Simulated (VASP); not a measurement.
**Ge: band structure with TB-mBJ**

Ge:

```
Ge
1.0
     0.00000    2.83675    2.83675
     2.83675    0.00000    2.83675
     2.83675    2.83675    0.00000
Ge
2
Direct
  0.75000 0.75000 0.75000
  0.50000 0.50000 0.50000
```

The cell was built by a generator and needn't be a form met in nature.

```yaml
Program: VASP 6.6.1
Task: band structure
Functional: TB-mBJ
Potentials_or_basis: VASP PAW PBE potentials, release 64 (Ge_d)
Cutoff: 520 eV
k_mesh: 6 × 6 × 6
Occupations: gaussian, width 0.03 eV
Spin: spin-orbit coupling, no magnetisation
Further_INCAR_settings: ALGO = Normal; EDIFF = 1e-06; NBANDS = 42
```

The valence electrons inside the program's atomic spheres are Ge 12.26.

Wall time 11 min on 1 thread of Intel(R) Xeon(R) Platinum 8488C (Sapphire Rapids) (shared host), peak memory 0.34 GiB.
